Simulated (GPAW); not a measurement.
Runs of GPAW 26.7.0 on CuI (Marshite). The structure is cubic, space group F-43m (No. 216). Conventional cell: a = 6.063 Å, b = 6.063 Å, c = 6.063 Å, α = 90.00°, β = 90.00°, γ = 90.00°. I (site symmetry -43m) has 4 Cu at 2.63 Å as nearest neighbours. Cu (site symmetry -43m) has 4 I at 2.63 Å as nearest neighbours. 

| task | level | potentials or basis | spin | U | maxiter | band path | band points | spin axis theta (degrees) | spin axis phi (degrees) | other keys | gap on the mesh (eV) | pressure (GPa) | V0 of scaled cells (Å³/atom) | B0 (GPa) |
| --- | --- | --- | --- | --- | --- | --- | --- | --- | --- | --- | --- | --- | --- | --- |
| single point | PBE | GPAW PAW data sets (gpaw-data 1.2.1), pw | off | - | 60 | - | - | - | - | several, not listed | 1.14 | 0.9 | - | - |
| band structure | SCAN | GPAW PAW data sets (gpaw-data 1.2.1), pw | SOC, no magnetisation | - | 150 | GXWKGLUWLK,UX | 80 | 0 | 0 | - | 1.29 | (a) | - | - |
| equation of state | PBE+D3(BJ) | GPAW PAW data sets (gpaw-data 1.2.1), pw | off | - | 150 | - | - | - | - | - | - | - | (b) | 46 |
| single point | TB-mBJ | GPAW PAW data sets for LDA (gpaw-data 1.2.1), pw | off | - | 150 | - | - | - | - | - | 2.18 | - | - | - |
| band structure | TPSS | GPAW PAW data sets (gpaw-data 1.2.1), pw | SOC, no magnetisation | - | 150 | GXWKGLUWLK,UX | 100 | 54.7 | 45 | - | 1.10 | (c) | - | - |
| band structure | optB88-vdW | GPAW PAW data sets (gpaw-data 1.2.1), pw | SOC, no magnetisation | - | 150 | GXWKGLUWLK,UX | 100 | 0 | 0 | - | 1.00 | - | - | - |
| band structure | LDA | the program's PAW data sets (release 1.2.1) made for this functional, newer versions, pw | off | - | 150 | GXWKGLUWLK,UX | 60 | - | - | - | 0.95 | -4.5 | - | - |
| band structure | PBE | GPAW PAW data sets (gpaw-data 1.2.1), pw | SOC, no magnetisation | - | 150 | GXWKGLUWLK,UX | 60 | 90 | 0 | - | 0.95 | 0.9 | - | - |
| equation of state | PBE+D3 | GPAW PAW data sets (gpaw-data 1.2.1), pw | off | - | 150 | - | - | - | - | - | - | - | 27.29 | 46 |

Alike in all rows: cell as given; k mesh 6 × 6 × 6; cutoff (eV) 600; smearing fermi-dirac 0.05 eV.

Q: Estimate the missing entries.

A: (a) -0.8; (b) 27.05; (c) 0.3.

Caveats: with this Cu data set, volumes or pressures lay over 1.5 % or 2 GPa off other programs in two to four cells of ten (some runs); spin-orbit coupling was added after a scalar SCF, so levels and gaps hold it while energy, forces, pressure and moments don't (some runs); this program's spin-orbit splittings come out too wide for heavy elements (some runs); the PAW data sets were made with another functional, which shifts forces and pressure a little (some runs); spin-orbit coupling is left out, which moves the levels of the heavy elements (some runs); a model potential gives levels but no total energy (some runs).

A k mesh can miss the band edges, and rows without SOC leave out spin-orbit coupling on I.
